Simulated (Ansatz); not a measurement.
Elastic constants of SnS2 at 15 GPa (stress–strain coefficients): input and output

Level of theory: DFT LDA, scalar-relativistic, plane waves, PAW (Ansatz 0.2.0).

Launched with:
```bash
ansatz run input.yaml --threads 1 --pin off --max-ram 3072MiB --backend cpu --events-out ev --progress --plain --runs-dir out
```

Input (bare energies are in eV):
```yaml
crystal:
  lattice:
    - [3.5197189294, 0.0, 0.0]
    - [-1.7598594647, 3.0481660071, 0.0]
    - [0.0, 0.0, 4.9357351038]
  atoms:
    - { symbol: Sn, position: [0.0, 0.0, 0.0] }
    - { symbol: S, position: [0.6666666667, 0.3333333333, 0.2953456808] }
    - { symbol: S, position: [0.3333333333, 0.6666666667, 0.7046543192] }
basis:
  ecutwfc: 420
kpoints:
  mp_grid: { grid: [12, 12, 8] }
hamiltonian:
  xc: lda
scf:
  occupations: { method: fermi_dirac, width: 0.15 }
output:
  forces: true
  stress: true
  eigenvalues: true
elastic:
  mode: relaxed_ion
  amplitude: 0.005
  stencil: two_point
```

From the output:
```
--- Elastic constants: 3 strain directions × 2 members + reference (group order 12) ---
  dense FFT box of the reference and of every strained cell: 24×24×36
  strains applied: 11, 33, 23; error gains: componentwise 1.00 (the most a stress slope's error grows in a printed constant), spectral 1.41 (1 for all six strains in a standard setting)
  reference relaxed by the batch: 3 steps; max|allowed force component| 2.33e-4 eV/Å at the deck's positions, 3.71e-8 at the last accepted step, 8.75e-9 by the solve of record
  largest displacement 1.8e-5 Å; the constants are those of the deck's cell at these positions:
  atoms:
    - { symbol: Sn, position: [5.2835465871027595e-36, -1.2285629365546947e-35, 0.0] }
    - { symbol: S, position: [0.6666666666666666, 0.3333333333333333, 0.2953493279801399] }
    - { symbol: S, position: [0.3333333333333333, 0.6666666666666666, 0.7046506720198602] }
  C = ∂σ_k/∂η_j (tension-positive GPa; Voigt order 11 22 33 23 13 12):
       209.618     92.687    104.905     22.366     -0.000      0.000
        92.687    209.618    104.905    -22.366     -0.000      0.000
       104.890    104.890    138.216      0.000     -0.000      0.000
        22.375    -22.375      0.000     43.043      0.000     -0.000
         0.000      0.000      0.000      0.000     43.043     22.375
         0.000     -0.000     -0.000     -0.000     22.366     58.466
  reference stress σ⁰ (GPa):    -14.998    -14.998    -14.996     -0.000     -0.000     -0.000
  C* (energy form; C + prestress term) asymmetry max|C*_kj − C*_jk| = 1.403e-2 GPa — a small one proves nothing (zero by symmetry where the batch's group is 432, −43m or m−3m); a large one is finite-difference/SCF noise where every solve ...
  moduli (Voigt/Reuss/Hill, GPa): K = 129.16/124.27/126.71   G = 45.91/35.74/40.83   E = 110.60   ν = 0.355
  mechanically stable: yes (min eigenvalue of sym C = 27.09 GPa)
  strain η (Voigt 11):  stress-route row diagonal C_11 = 209.62 GPa, energy-path curvature d²(F+E_count+ΔE)/dδ²/Ω₀ = 209.60 GPa
         δ    σ_11 (GPa) F (eV) n_scf n_hpsi n_pw
    -5.000e-3     -16.0616       -7619.3526073       2   57179   1043   relax 4 steps, max|allowed force component| 7.65e-8 eV/Å
     5.000e-3     -13.9654       -7619.4021883       2   57148   1054   relax 3 steps, max|allowed force component| 3.34e-6 eV/Å
  strain η (Voigt 33):  stress-route row diagonal C_33 = 138.22 GPa, energy-path curvature d²(F+E_count+ΔE)/dδ²/Ω₀ = 138.23 GPa
         δ    σ_33 (GPa) F (eV) n_scf n_hpsi n_pw
    -5.000e-3     -15.6961       -7619.3529109       6   31586   1048   relax 3 steps, max|allowed force component| 6.02e-6 eV/Å
     5.000e-3     -14.3140       -7619.4024805       2   23366   1062   relax 3 steps, max|allowed force component| 7.70e-6 eV/Å
  strain η (Voigt 23):  stress-route row diagonal C_44 = 43.04 GPa, energy-path curvature d²(F+E_count+ΔE)/dδ²/Ω₀ = 50.54 GPa
         δ    σ_23 (GPa) F (eV) n_scf n_hpsi n_pw
    -5.000e-3      -0.2132       -7619.3780579       2   57220   1048   relax 3 steps, max|allowed force component| 7.97e-6 eV/Å
     5.000e-3       0.2172       -7619.3780563       2   57154   1048   relax 3 steps, max|allowed force component| 2.70e-6 eV/Å
```

The run took 6.2 min on 1 thread of AMD EPYC 7R43 64-Core Processor (Zen 3) (shared host), peak memory 0.61 GiB.

In a metal, frequencies and elastic constants depend on the k mesh and the smearing, soft modes and shear constants most. Spin–orbit coupling is left out, which matters for heavy elements. A semilocal functional can close a gap that the real compound has.